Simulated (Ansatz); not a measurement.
Crystal: Nb.

```
Nb
1.0
     2.71964    0.00000    0.00000
     0.00000    2.71964    0.00000
     0.00000    0.00000    2.71964
Nb
1
Direct
  0.50000 0.50000 0.50000
```

The cell was built by a generator and needn't be a form met in nature.

| Property | Result |
| --- | --- |
| Program | Ansatz 0.2.0 |
| Task | relaxation of cell and atoms |
| Functional | LDA |
| Potentials or basis | Ansatz PAW |
| Cutoff | 420 eV (not typed: the program's choice for these potentials) |
| k mesh | 7 × 7 × 7 |
| Occupations | fermi-dirac, width 0.05 eV |
| Spin | no spin polarisation |

At the start: volume 20.12 Å³/atom.

Problem. How do energy, volume and symmetry change on relaxing?

Solution. It ends after 5 steps and the volume is 18.92 Å³/atom (-6.0 %); space group Pm-3m (No. 221, to 0.05 Å).

Step by step:
```csv
step,energy change (eV),largest force (eV/Å),volume (Å³)
1,0.0000,0.0000,20.12
2,-0.0317,0.0000,19.08
3,-0.0323,0.0000,18.90
4,-0.0323,0.0000,18.92
5,-0.0322,0.0000,18.92
```

Final structure:
```xyz
1
Lattice="2.6645 0.0000 0.0000 0.0000 2.6645 0.0000 0.0000 0.0000 2.6645" Properties=species:S:1:pos:R:3 pbc="T T T"
Nb    1.3323    1.3323    1.3323
```

Caveat: the plane-wave basis is chosen anew once the cell has moved, so the energies of steps on either side of that aren't comparable; the PAW data sets come from PBE, with cores solved anew for the run's functional, which leaves a small shift of forces and pressure.
